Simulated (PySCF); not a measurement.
**Removing an electron from gamma-butyrolactone**

Compound: gamma-butyrolactone, C₄H₆O₂.
Structure used (PBE0-D3(BJ)/def2-TZVP), in Å, numbered top down from 1:
```xyz
12
C4H6O2 angstrom
O     -1.6179    1.9103    0.4461
C     -0.7415    1.1143    0.3062
C     -0.8251   -0.3972    0.3396
C      0.4878   -0.8411   -0.2828
C      1.3971    0.3391    0.0381
O      0.5421    1.4820    0.0901
H     -0.9138   -0.7015    1.3870
H     -1.7223   -0.7312   -0.1774
H      0.3782   -0.9483   -1.3639
H      0.8742   -1.7796    0.1141
H      2.1605    0.5272   -0.7158
H      1.8837    0.2266    1.0125
```

Level: wB97X-D/aug-cc-pVTZ (PySCF). Frontier orbitals with their largest atomic shares (Löwdin; up to four atoms above 4 %):

| orbital | ε (eV) | main atoms |
| --- | --- | --- |
| HOMO−3 | -12.23 | O6 39 %, C5 19 %, C4 17 %, C2 6 % |
| HOMO−2 | -11.93 | C4 20 %, C3 19 %, O1 16 %, H9 9 % |
| HOMO−1 | -10.53 | O6 39 %, O1 26 %, C5 14 %, C2 10 % |
| HOMO | -9.77 | ? |
| LUMO | 0.67 | H10 33 %, H11 14 %, H9 13 %, H12 13 % |
| LUMO+1 | 0.99 | H9 25 %, H7 17 %, H12 13 %, C4 12 % |
| LUMO+2 | 1.03 | H8 28 %, H11 27 %, H12 14 %, H7 8 % |

**Question.** What vertical ionisation energy does ΔSCF give, and how far is −ε(HOMO) from it?

**Answer.** ΔSCF: 10.20 eV (984 kJ/mol; threshold wavelength 122 nm); ⟨S²⟩ of the doublet left behind is 0.757, against 0.75 for a pure doublet. −ε(HOMO) is 9.77 eV, 0.43 eV below it. For the exact functional −ε(HOMO) would equal the first vertical ionisation energy; wB97X-D (range-separated hybrid) falls short of its own ΔSCF value by 4 %. Holes in the HOMO−1 and HOMO−2 were tried too where these lie within 1.2 eV of the HOMO; the lowest converged state counts.

**Question.** On which atoms does the HOMO lie?

**Answer.** O1 (ester carbonyl oxygen) 59 %, C2 (ester carbonyl carbon) 15 %, C3 (sp3 carbon next to a carbonyl) 9 %, O6 (ester single-bonded oxygen) 8 %, so more than half of it is on one atom. The HOMO−1 lies 0.76 eV lower.

**Question.** What kinetic energy would electrons from this vertical process carry with He I light (21.218 eV)?

**Answer.** 21.22 − 10.20 = 11.02 eV.

**Question.** What total energies stand behind the ΔSCF value?

**Answer.** E(N) = -306.50855 Eh and E(N − 1) = -306.13377 Eh at the same geometry, 0.37478 Eh apart.

**Question.** With α = 52.2 au, estimate the like-pair dispersion coefficient by London's formula C6 = (3/4)α²I.

**Answer.** I = 0.3748 Eh, so C6 ≈ 765 au, a rough estimate.

The structure is a single PBE0-D3(BJ)/def2-TZVP conformer in the gas phase; no vibrational or solvent corrections.

The pairwise dispersion term of wB97X-D wasn't added to the energies; at a given geometry it leaves orbitals and properties as they are.
